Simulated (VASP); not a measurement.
Set up this calculation in VASP 6.6.1, as the native input.

```yaml
Task: relaxation of cell and atoms
Functional: r2SCAN
Potentials_or_basis: VASP PAW PBE potentials, release 64 (As)
Cutoff: 600 eV
k_mesh: 7 × 7 × 9
Occupations: gaussian, width 0.05 eV
Spin: no spin polarisation
Further_INCAR_settings: ALGO = Normal; EDIFF = 1e-06; IBRION = 2; EDIFFG = -0.01; NSW = 40; ISIF = 3
```

The structure of As lies in POSCAR:

```
As
1.0
    4.5664000000      0.0000000000      0.0000000000
   -2.2832000000      3.9546200000      0.0000000000
    0.0000000000      0.0000000000      2.8337400000
As
2
Direct
    0.3333300000      0.6666700000      0.0000000000
    0.6666700000      0.3333300000      0.0000000000
```

The cell was built by a generator and needn't be a form met in nature.

These files were run (other wordings do the same):

INCAR

```
SYSTEM = As
PREC = Accurate
ENCUT = 600
EDIFF = 1E-6
ISMEAR = 0
SIGMA = 0.05
LREAL = .FALSE.
LASPH = .TRUE.
NELM = 80
ALGO = Normal
ISIF = 3
LWAVE = .FALSE.
LCHARG = .FALSE.
METAGGA = R2SCAN
LMIXTAU = .TRUE.
IBRION = 2
NSW = 40
EDIFFG = -0.01
```

KPOINTS

```
regular mesh
0
G
  7 7 9
  0 0 0
```

Potentials or basis: VASP PAW PBE potentials, release 64 (As).

Command:

```bash
$ cat potpaw_PBE.64/As/POTCAR > POTCAR
$ mpirun -np 1 vasp_std > vasp.out
```

Results of the run:

| Quantity | Value |
| --- | --- |
| Relaxed volume | 24.94 Å³/atom |
| Relaxed cell | a = 4.508 Å, b = 4.508 Å, c = 2.835 Å, α = 90.00°, β = 90.00°, γ = 120.00° |
| Space group after relaxing (to 0.05 Å) | P6/mmm (No. 191) |
| Energy gained by relaxing | 5.7 meV/atom |
| Ionic steps | 5 |
| Pressure after relaxing | 0.0 GPa |
| Band gap on the k mesh | none (metal or under the smearing width) |

Caveat: the PAW data sets were made with another functional, which shifts forces and pressure a little.

Run time: 3.2 min on 1 thread of Intel(R) Xeon(R) 6975P-C (Granite Rapids), on a shared host, peak memory 0.21 GiB.
